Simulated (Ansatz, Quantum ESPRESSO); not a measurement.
# Band line-up of the MgS/ZnSe(110) superlattice, 5 + 5 layers, a = 5.606 Å, part 2 of 7

Aim: valence and conduction offsets of the MgS/ZnSe(110) superlattice, 5 + 5 layers, a = 5.606 Å from the line-up of mean potentials.

Quantum ESPRESSO 7.5; plane-wave DFT, LDA, GBRV ultrasoft pseudopotentials; cross-check by Ansatz 0.2.0 with PAW datasets.

So far. Step 3 (SCF with pw.x of bulk MgS): The run needed 8 iterations to bring the estimated error under 1e-07 Ry.

## 4. Bands along a path of bulk MgS

The density is frozen and the levels are solved along a path.

a.bands.in

```
&control
  prefix = 'a.bands'
  outdir = './out'
  pseudo_dir = './pseudo'
  calculation = 'bands'
/
&system
  ibrav = 0
  nat = 4
  ntyp = 2
  ecutwfc = 40
  ecutrho = 200
  occupations = 'smearing'
  smearing = 'fd'
  degauss = 0.002
  nbnd = 24
/
&electrons
  conv_thr = 1e-07
  mixing_beta = 0.5
  electron_maxstep = 120
/
ATOMIC_SPECIES
  Mg  24.3050  mg_lda_v1.4.uspp.F.UPF
  S   32.0600  s_lda_v1.4.uspp.F.UPF
CELL_PARAMETERS angstrom
  5.60600000000000 0.00000000000000 0.00000000000000
  0.00000000000000 3.96404061533178 0.00000000000000
  0.00000000000000 0.00000000000000 3.96404061533178
ATOMIC_POSITIONS crystal
  Mg  0.000000000000 0.000000000000 0.000000000000
  S   0.250000000000 0.500000000000 0.000000000000
  Mg  0.500000000000 0.500000000000 0.500000000000
  S   0.750000000000 0.000000000000 0.500000000000
K_POINTS crystal_b
6
  0.0000000000 0.0000000000 0.0000000000 20
  1.0000000000 0.0000000000 0.0000000000 1
  0.0000000000 0.0000000000 0.0000000000 20
  0.5000000000 0.0000000000 0.5000000000 1
  0.0000000000 0.0000000000 0.0000000000 20
  0.0000000000 0.5000000000 0.5000000000 1
```

Command:

```bash
$ cp -r out/a.save out/a.bands.save
$ cp out/a.xml out/a.bands.xml
$ OMP_NUM_THREADS=1 mpirun -n 4 pw.x -nk 4 -in a.bands.in > a.bands.out
```

Output:

```text
[banner, memory and clock lines left out]
Program PWSCF v.7.5 starts

          URL

     Atomic positions and unit cell read from directory:
     ./out/a.bands.save/

     Found identity + (  0.5000 -0.5000 -0.5000) symmetry
     This is a supercell, fractional translations are disabled
     Message from routine setup:
     using ibrav=0 with symmetry is DISCOURAGED, use correct ibrav instead

     G-vector sticks info

     bravais-lattice index     =            0
     lattice parameter (alat)  =      10.5938  a.u.
     unit-cell volume          =     594.4644 (a.u.)^3
     number of atoms/cell      =            4
     number of atomic types    =            2
     number of electrons       =        32.00
     number of Kohn-Sham states=           24
     kinetic-energy cutoff     =      40.0000  Ry
     charge density cutoff     =     200.0000  Ry
     Exchange-correlation=  SLA  PZ   NOGX NOGC
                           (   1   1   0   0   0   0   0)

     celldm(1)=  10.593805  celldm(2)=   0.000000  celldm(3)=   0.000000
     celldm(4)=   0.000000  celldm(5)=   0.000000  celldm(6)=   0.000000

     crystal axes: (cart. coord. in units of alat)
               a(1) = (   1.000000   0.000000   0.000000 )
               a(2) = (   0.000000   0.707107   0.000000 )
               a(3) = (   0.000000   0.000000   0.707107 )

     reciprocal axes: (cart. coord. in units 2 pi/alat)
               b(1) = (  1.000000  0.000000  0.000000 )
               b(2) = (  0.000000  1.414214  0.000000 )
               b(3) = (  0.000000  0.000000  1.414214 )

     PseudoPot. # 1 for Mg read from file:
     ./pseudo/mg_lda_v1.4.uspp.F.UPF
     Pseudo is Ultrasoft, Zval = 10.0
     Generated by new atomic code, or converted to UPF format
     Using radial grid of  821 points,  7 beta functions with:
                l(1) =   0
                l(2) =   0
                l(3) =   0
                l(4) =   1
                l(5) =   1
                l(6) =   2
                l(7) =   2
     Q(r) pseudized with  8 coefficients,  rinner =    1.200   1.200   1.200
                                                       1.200   1.200

     PseudoPot. # 2 for S  read from file:
     ./pseudo/s_lda_v1.4.uspp.F.UPF
     Pseudo is Ultrasoft + core correction, Zval =  6.0
     Generated by new atomic code, or converted to UPF format
     Using radial grid of  907 points,  6 beta functions with:
                l(1) =   0
                l(2) =   0
                l(3) =   1
                l(4) =   1
                l(5) =   2
                l(6) =   2
     Q(r) pseudized with  8 coefficients,  rinner =    1.300   1.300   1.300
                                                       1.300   1.300

     atomic species   valence    mass     pseudopotential
     Mg               10.00    24.30500     Mg( 1.00)
     S                 6.00    32.06000     S ( 1.00)

      8 Sym. Ops. (no inversion) found

   Cartesian axes

     site n.     atom                  positions (alat units)
         1        Mg     tau(   1) = (   0.0000000   0.0000000   0.0000000  )
         2        S      tau(   2) = (   0.2500000   0.3535534   0.0000000  )
         3        Mg     tau(   3) = (   0.5000000   0.3535534   0.3535534  )
         4        S      tau(   4) = (   0.7500000   0.0000000   0.3535534  )

     number of k points=    63  Fermi-Dirac smearing, width (Ry)=  0.0020
                       cart. coord. in units 2pi/alat
        k(    1) = (   0.0000000   0.0000000   0.0000000), wk =   0.0317460
        k(    2) = (   0.0500000   0.0000000   0.0000000), wk =   0.0317460
        k(    3) = (   0.1000000   0.0000000   0.0000000), wk =   0.0317460
        k(    4) = (   0.1500000   0.0000000   0.0000000), wk =   0.0317460
        k(    5) = (   0.2000000   0.0000000   0.0000000), wk =   0.0317460
        k(    6) = (   0.2500000   0.0000000   0.0000000), wk =   0.0317460
        k(    7) = (   0.3000000   0.0000000   0.0000000), wk =   0.0317460
        k(    8) = (   0.3500000   0.0000000   0.0000000), wk =   0.0317460
        k(    9) = (   0.4000000   0.0000000   0.0000000), wk =   0.0317460
        k(   10) = (   0.4500000   0.0000000   0.0000000), wk =   0.0317460
        k(   11) = (   0.5000000   0.0000000   0.0000000), wk =   0.0317460
        k(   12) = (   0.5500000   0.0000000   0.0000000), wk =   0.0317460
        k(   13) = (   0.6000000   0.0000000   0.0000000), wk =   0.0317460
        k(   14) = (   0.6500000   0.0000000   0.0000000), wk =   0.0317460
        k(   15) = (   0.7000000   0.0000000   0.0000000), wk =   0.0317460
        k(   16) = (   0.7500000   0.0000000   0.0000000), wk =   0.0317460
        k(   17) = (   0.8000000   0.0000000   0.0000000), wk =   0.0317460
        k(   18) = (   0.8500000   0.0000000   0.0000000), wk =   0.0317460
        k(   19) = (   0.9000000   0.0000000   0.0000000), wk =   0.0317460
        k(   20) = (   0.9500000   0.0000000   0.0000000), wk =   0.0317460
        k(   21) = (   1.0000000   0.0000000   0.0000000), wk =   0.0317460
        k(   22) = (   0.0000000   0.0000000   0.0000000), wk =   0.0317460
        k(   23) = (   0.0250000   0.0000000   0.0353553), wk =   0.0317460
        k(   24) = (   0.0500000   0.0000000   0.0707107), wk =   0.0317460
        k(   25) = (   0.0750000   0.0000000   0.1060660), wk =   0.0317460
        k(   26) = (   0.1000000   0.0000000   0.1414214), wk =   0.0317460
        k(   27) = (   0.1250000   0.0000000   0.1767767), wk =   0.0317460
        k(   28) = (   0.1500000   0.0000000   0.2121320), wk =   0.0317460
        k(   29) = (   0.1750000   0.0000000   0.2474874), wk =   0.0317460
        k(   30) = (   0.2000000   0.0000000   0.2828427), wk =   0.0317460
        k(   31) = (   0.2250000   0.0000000   0.3181981), wk =   0.0317460
        k(   32) = (   0.2500000   0.0000000   0.3535534), wk =   0.0317460
        k(   33) = (   0.2750000   0.0000000   0.3889087), wk =   0.0317460
        k(   34) = (   0.3000000   0.0000000   0.4242641), wk =   0.0317460
        k(   35) = (   0.3250000   0.0000000   0.4596194), wk =   0.0317460
        k(   36) = (   0.3500000   0.0000000   0.4949747), wk =   0.0317460
        k(   37) = (   0.3750000   0.0000000   0.5303301), wk =   0.0317460
        k(   38) = (   0.4000000   0.0000000   0.5656854), wk =   0.0317460
        k(   39) = (   0.4250000   0.0000000   0.6010408), wk =   0.0317460
        k(   40) = (   0.4500000   0.0000000   0.6363961), wk =   0.0317460
        k(   41) = (   0.4750000   0.0000000   0.6717514), wk =   0.0317460
        k(   42) = (   0.5000000   0.0000000   0.7071068), wk =   0.0317460
        k(   43) = (   0.0000000   0.0000000   0.0000000), wk =   0.0317460
[...]
k = 0.3500 0.0000 0.4950 (  2533 PWs)   bands (ev):

   -69.9337 -69.9335 -37.3750 -37.3746 -37.3730 -37.3728 -37.3725 -37.3725
    -7.7354  -7.5127  -0.0342   0.2611   2.1469   2.5236   2.7661   2.7661
     8.0571   8.5827   9.6830  10.7749  10.7749  11.1854  11.2193  11.7749

          k = 0.3750 0.0000 0.5303 (  2539 PWs)   bands (ev):

   -69.9337 -69.9335 -37.3751 -37.3748 -37.3729 -37.3727 -37.3725 -37.3725
    -7.6856  -7.5260  -0.1007   0.1057   2.2896   2.5737   2.7474   2.7474
     8.0518   8.5100   9.7575  10.7039  10.7039  10.9900  11.3264  11.8571

          k = 0.4000 0.0000 0.5657 (  2529 PWs)   bands (ev):

   -69.9336 -69.9335 -37.3751 -37.3749 -37.3728 -37.3727 -37.3726 -37.3725
    -7.6420  -7.5372  -0.1580  -0.0250   2.4224   2.6175   2.7316   2.7316
     8.0415   8.3761   9.9169  10.6428  10.6428  10.8267  11.4132  11.8663

          k = 0.4250 0.0000 0.6010 (  2520 PWs)   bands (ev):

   -69.9336 -69.9335 -37.3752 -37.3751 -37.3727 -37.3727 -37.3726 -37.3725
    -7.6063  -7.5461  -0.2044  -0.1290   2.5372   2.6536   2.7191   2.7191
     8.0300   8.2339  10.1129  10.5934  10.5934  10.6974  11.4781  11.8074

          k = 0.4500 0.0000 0.6364 (  2528 PWs)   bands (ev):

   -69.9336 -69.9335 -37.3752 -37.3752 -37.3727 -37.3727 -37.3726 -37.3725
    -7.5798  -7.5526  -0.2383  -0.2046   2.6264   2.6804   2.7099   2.7100
     8.0201   8.1153  10.3087  10.5573  10.5573  10.6037  11.5221  11.7052

          k = 0.4750 0.0000 0.6718 (  2520 PWs)   bands (ev):

   -69.9336 -69.9335 -37.3752 -37.3752 -37.3727 -37.3727 -37.3726 -37.3725
    -7.5634  -7.5565  -0.2590  -0.2505   2.6831   2.6970   2.7044   2.7044
     8.0135   8.0380  10.4648  10.5353  10.5353  10.5469  11.5474  11.6018

          k = 0.5000 0.0000 0.7071 (  2520 PWs)   bands (ev):

   -69.9336 -69.9335 -37.3753 -37.3752 -37.3727 -37.3726 -37.3726 -37.3725
    -7.5578  -7.5578  -0.2659  -0.2659   2.7026   2.7026   2.7026   2.7026
     8.0112   8.0112  10.5279  10.5279  10.5279  10.5279  11.5556  11.5556

          k = 0.0000 0.0000 0.0000 (  2509 PWs)   bands (ev):

   -69.9337 -69.9335 -37.3752 -37.3733 -37.3733 -37.3721 -37.3721 -37.3721
    -8.3076  -7.3152   0.0754   1.9553   1.9553   3.0444   3.0444   3.0444
     6.3751   6.6772   8.5037  10.8648  10.8648  10.8648  13.7738  13.7738

          k = 0.0000 0.0354 0.0354 (  2515 PWs)   bands (ev):

   -69.9337 -69.9335 -37.3752 -37.3733 -37.3733 -37.3721 -37.3721 -37.3721
    -8.3024  -7.3149   0.0833   1.9389   1.9461   3.0060   3.0360   3.0360
     6.4230   6.7090   8.5356  10.8382  10.8831  10.8831  13.6854  13.7845

          k = 0.0000 0.0707 0.0707 (  2519 PWs)   bands (ev):

   -69.9337 -69.9335 -37.3752 -37.3733 -37.3733 -37.3722 -37.3722 -37.3721
    -8.2868  -7.3142   0.1066   1.8911   1.9198   2.8976   3.0111   3.0111
     6.5593   6.8024   8.6301  10.7612  10.9374  10.9374  13.4442  13.8166

          k = 0.0000 0.1061 0.1061 (  2539 PWs)   bands (ev):

   -69.9337 -69.9335 -37.3751 -37.3734 -37.3733 -37.3723 -37.3722 -37.3722
    -8.2610  -7.3131   0.1451   1.8153   1.8799   2.7352   2.9709   2.9709
     6.7655   6.9524   8.7836  10.6408  11.0267  11.0267  13.1025  13.7275

          k = 0.0000 0.1414 0.1414 (  2551 PWs)   bands (ev):

   -69.9337 -69.9335 -37.3751 -37.3734 -37.3733 -37.3724 -37.3722 -37.3722
    -8.2255  -7.3118   0.1981   1.7165   1.8315   2.5368   2.9171   2.9171
     7.0192   7.1511   8.9907  10.4869  11.1490  11.1490  12.7116  13.4086

          k = 0.0000 0.1768 0.1768 (  2561 PWs)   bands (ev):

   -69.9337 -69.9335 -37.3750 -37.3735 -37.3733 -37.3726 -37.3723 -37.3723
    -8.1808  -7.3102   0.2646   1.6010   1.7799   2.3175   2.8520   2.8520
     7.2977   7.3880   9.2452  10.3099  11.3020  11.3020  12.3120  13.0464

          k = 0.0000 0.2121 0.2121 (  2563 PWs)   bands (ev):

   -69.9337 -69.9335 -37.3749 -37.3736 -37.3733 -37.3727 -37.3724 -37.3723
    -8.1277  -7.3087   0.3428   1.4753   1.7303   2.0883   2.7779   2.7779
     7.5766   7.6491   9.5406  10.1204  11.4832  11.4832  11.9369  12.6504

          k = 0.0000 0.2475 0.2475 (  2571 PWs)   bands (ev):

   -69.9337 -69.9335 -37.3748 -37.3737 -37.3733 -37.3729 -37.3724 -37.3724
    -8.0671  -7.3073   0.4296   1.3469   1.6870   1.8571   2.6974   2.6974
     7.8271   7.9154   9.8703   9.9284  11.6183  11.6899  11.6899  12.1972

          k = 0.0000 0.2828 0.2828 (  2553 PWs)   bands (ev):

   -69.9337 -69.9335 -37.3747 -37.3738 -37.3733 -37.3731 -37.3725 -37.3725
    -8.0000  -7.3062   0.5188   1.2256   1.6294   1.6537   2.6131   2.6131
     8.0129   8.1585   9.7441  10.2280  11.3920  11.8208  11.8356  11.9195

          k = 0.0000 0.3182 0.3182 (  2551 PWs)   bands (ev):

   -69.9337 -69.9335 -37.3746 -37.3739 -37.3735 -37.3733 -37.3726 -37.3726
    -7.9279  -7.3055   0.5956   1.1283   1.4093   1.6327   2.5273   2.5273
     8.0974   8.3371   9.5739  10.6068  11.2946  11.4225  11.5622  12.1696

          k = 0.0000 0.3536 0.3536 (  2539 PWs)   bands (ev):

   -69.9337 -69.9335 -37.3746 -37.3739 -37.3737 -37.3733 -37.3727 -37.3727
    -7.8521  -7.3053   0.6294   1.0877   1.1997   1.6256   2.4422   2.4422
     8.0656   8.4044   9.4164  10.9507  11.0672  11.3470  11.4684  12.4380

          k = 0.0000 0.3889 0.3889 (  2535 PWs)   bands (ev):

   -69.9336 -69.9335 -37.3746 -37.3739 -37.3739 -37.3733 -37.3728 -37.3728
    -7.7744  -7.3055   0.5956   1.0028   1.1283   1.6327   2.3599   2.3599
     7.9385   8.3371   9.2657  10.6068  11.4225  11.5368  11.5622  12.7228

          k = 0.0000 0.4243 0.4243 (  2533 PWs)   bands (ev):

   -69.9336 -69.9335 -37.3747 -37.3741 -37.3738 -37.3733 -37.3729 -37.3729
    -7.6965  -7.3062   0.5188   0.8207   1.2256   1.6537   2.2821   2.2821
     7.7549   8.1585   9.1207  10.2280  11.8208  11.8273  11.8356  13.0221

          k = 0.0000 0.4596 0.4596 (  2535 PWs)   bands (ev):

   -69.9336 -69.9335 -37.3748 -37.3744 -37.3737 -37.3733 -37.3730 -37.3730
    -7.6206  -7.3073   0.4296   0.6550   1.3469   1.6870   2.2101   2.2101
     7.5486   7.9154   8.9847   9.8703  12.1800  12.1972  12.2496  13.3341

          k = 0.0000 0.4950 0.4950 (  2542 PWs)   bands (ev):

   -69.9336 -69.9335 -37.3749 -37.3746 -37.3737 -37.3733 -37.3731 -37.3730
    -7.5488  -7.3087   0.3428   0.5073   1.4753   1.7303   2.1454   2.1454
     7.3431   7.6491   8.8617   9.5406  12.5647  12.6504  12.6562  13.6568

          k = 0.0000 0.5303 0.5303 (  2548 PWs)   bands (ev):

   -69.9336 -69.9335 -37.3750 -37.3748 -37.3736 -37.3733 -37.3731 -37.3731
    -7.4831  -7.3102   0.2646   0.3791   1.6010   1.7799   2.0890   2.0890
     7.1531   7.3880   8.7547   9.2452  12.9575  13.0464  13.1511  13.9874

          k = 0.0000 0.5657 0.5657 (  2534 PWs)   bands (ev):

   -69.9336 -69.9335 -37.3751 -37.3749 -37.3735 -37.3733 -37.3732 -37.3732
    -7.4258  -7.3118   0.1981   0.2719   1.7165   1.8315   2.0417   2.0417
     6.9883   7.1511   8.6654   8.9907  13.3369  13.4086  13.6777  14.3214

          k = 0.0000 0.6010 0.6010 (  2534 PWs)   bands (ev):

   -69.9336 -69.9335 -37.3751 -37.3750 -37.3734 -37.3733 -37.3732 -37.3732
    -7.3789  -7.3131   0.1451   0.1869   1.8153   1.8799   2.0043   2.0043
     6.8549   6.9524   8.5951   8.7836  13.6799  13.7275  14.2088  14.6507

          k = 0.0000 0.6364 0.6364 (  2542 PWs)   bands (ev):

   -69.9336 -69.9335 -37.3752 -37.3751 -37.3734 -37.3733 -37.3733 -37.3732
    -7.3440  -7.3142   0.1066   0.1253   1.8911   1.9198   1.9772   1.9772
     6.7570   6.8024   8.5444   8.6301  13.9594  13.9831  14.7130  14.9575

          k = 0.0000 0.6718 0.6718 (  2550 PWs)   bands (ev):

   -69.9336 -69.9335 -37.3752 -37.3752 -37.3734 -37.3733 -37.3733 -37.3732
    -7.3225  -7.3149   0.0833   0.0880   1.9389   1.9461   1.9607   1.9607
     6.6973   6.7090   8.5139   8.5356  14.1453  14.1516  15.1247  15.2010

          k = 0.0000 0.7071 0.7071 (  2532 PWs)   bands (ev):

   -69.9336 -69.9335 -37.3752 -37.3752 -37.3734 -37.3733 -37.3733 -37.3732
    -7.3152  -7.3152   0.0754   0.0754   1.9552   1.9553   1.9553   1.9553
     6.6772   6.6772   8.5037   8.5037  14.2110  14.2110  15.3014  15.3014

     XML data file, pseudopotentials, collected wavefunctions

                                        0.00s GPU  (     878 calls)
```

Run time: 13 s. Hardware: 4 MPI ranks of Arm Neoverse V2, shared host; peak memory 0.29 GiB.

This step gave:

* valence top, on the run's zero: 3.044 eV
* conduction bottom, on the run's zero: 6.375 eV
* gap by band count: 3.331 eV

Band numbers count within the set of bands kept for display; the cell holds two formula units, so the X point along 001 folds onto the zone centre. Electronic bands along the path, in eV, zero at the Fermi level, which the smearing puts inside the gap; v1 is the highest filled band, c1 the lowest empty one:

```
  point     v4     v3     v2     v1    c1    c2    c3    c4
      L  -0.89  -0.89  -0.89  -0.89  4.42  4.42  6.94  6.94
halfway  -1.95  -1.29  -0.73  -0.73  4.32  4.47  6.33  7.15
      Γ  -1.63  -0.54  -0.54  -0.54  2.79  3.09  4.91  7.28
halfway  -2.39  -1.96  -1.15  -1.15  4.48  4.82  5.83  7.36
      X  -1.63  -1.63  -1.63  -1.63  3.09  3.09  4.91  4.91
```

## 5. Electrostatic potential of bulk MgS

plot_num = 11 writes the bare and Hartree potential, whose mean serves as the common reference.

a.pot.in

```
&inputpp
  prefix = 'a'
  outdir = './out'
  filplot = 'a.pot.dat'
  plot_num = 11
/
```

Command:

```bash
$ OMP_NUM_THREADS=1 mpirun -n 4 pp.x -in a.pot.in > a.pot.out
```

Output:

```text
[banner, memory and clock lines left out]
Program POST-PROC v.7.5 starts

          URL

     ./out/a.save/

     IMPORTANT: XC functional enforced from input :
     Exchange-correlation= PZ
                           (   1   1   0   0   0   0   0)
     Any further DFT definition will be discarded
     Please, verify this is what you really want

     Calling punch_plot, plot_num =  11
     Writing data to file  a.pot.dat
     Message from routine chdens:
     namelist plot not found or invalid, exiting
```

Elapsed: 0.81 s, on 4 MPI ranks; peak memory 0.09 GiB.

Electrostatic potential energy of an electron; zero at the Fermi level, which the smearing puts inside the gap. Table of potential energy, planar mean by z:

z (Å), potential energy, planar mean (eV) and a bar from the least value:
```
     0.00      -7.18 
     0.22      -5.75 #####
     0.33      -4.20 ##########
     0.55      -0.72 #####################
     0.77       1.49 ############################
     0.88       1.99 #############################
     1.10       1.99 #############################
     1.32       0.61 #########################
     1.43      -0.72 #####################
     1.65      -4.20 ##########
     1.87      -6.81 #
     1.98      -7.18 
     2.20      -5.75 #####
     2.42      -2.42 ###############
     2.53      -0.72 #####################
     2.75       1.49 ############################
     2.97       2.15 ##############################
     3.08       1.99 #############################
     3.30       0.61 #########################
     3.52      -2.42 ###############
     3.63      -4.20 ##########
     3.85      -6.81 #
```

## 6. Macroscopic average of bulk MgS

A running mean over one period damps the atomic wiggles and leaves the mean of this pseudopotential's potential.

a.avg.in

```
1
a.pot.dat
1.0
40
3
7.4909511099
```

Command:

```bash
$ OMP_NUM_THREADS=1 average.x < a.avg.in > a.avg.out
```

Output:

```text
[banner, memory and clock lines left out]
Program AVERAGE v.7.5 starts

          URL

     Reading header from file  a.pot.dat
     Reading data from file  a.pot.dat
     Output written to file avg.dat

[...]
```

The job ended after 0.48 s (1 MPI rank; peak memory 0.09 GiB).

Numbers from this step:

```
average.x's running mean over the crystal, on the run's own zero                  : 1.553 eV
mean potential by an exact Fourier window over the crystal, on the run's own zero : 1.553 eV
```

Electrostatic potential energy of an electron; zero at the Fermi level, which the smearing puts inside the gap; window 3.9640 Å. The potential energy, running mean stays at -2.04 eV for z from 0 to 3.86 Å.

(Continued in part 3 of 7.)

[Logs are printed without paths, hosts, clocks, repeated set-up lines and the standing remarks that a program may print on its own settings, such as how far it seeks lower states.]

[Hosts, paths, dates, database ids (printed as entryN), source tags and the programs' standing remarks are cut or masked in the printed files.]

[Maps of the electrostatic potential energy from Ansatz leave out the sawtooth potential of an applied field or a dipole correction, so their vacuum need not be flat; planar profiles and work functions include it.]
